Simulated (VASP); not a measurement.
KMgF3, 5 atoms in the cell. The structure is cubic, space group Pm-3m (No. 221). Conventional cell: a = 3.893 Å, b = 3.893 Å, c = 3.893 Å, α = 90.00°, β = 90.00°, γ = 90.00°. Around K (site symmetry m-3m) lie 12 F at 2.75 Å. Around Mg (site symmetry m-3m) lie 6 F at 1.95 Å. F (site symmetry 4/mmm) has 2 Mg at 1.95 Å as nearest neighbours. 

```yaml
Program: VASP 6.6.1
Task: relaxation of cell and atoms
Functional: LDA
Potentials_or_basis: VASP PAW LDA potentials, release 64 (K_sv, Mg, F)
Cutoff: 600 eV
k_mesh: 8 × 8 × 8
Occupations: gaussian, width 0.03 eV
Spin: no spin polarisation
Further_INCAR_settings: ALGO = Normal; EDIFF = 1e-07; IBRION = 2; EDIFFG = -0.005; NSW = 90; ISIF = 3
```

Potentials or basis: VASP PAW LDA potentials, release 64 (K_sv, Mg, F).

Command:

```bash
$ cat potpaw_LDA.64/K_sv/POTCAR potpaw_LDA.64/Mg/POTCAR potpaw_LDA.64/F/POTCAR > POTCAR
$ mpirun -np 1 vasp_std > vasp.out
```

Hardware: 1 thread of Intel(R) Xeon(R) 6975P-C (Granite Rapids), with other jobs on the host.

Problem. Estimate the wall time of this run.

Solution. Wall time 12 s on 1 thread of Intel(R) Xeon(R) 6975P-C (Granite Rapids), with other jobs on the host, peak memory 0.18 GiB. Counts: scf iterations 13, k points 35, ion steps 1.
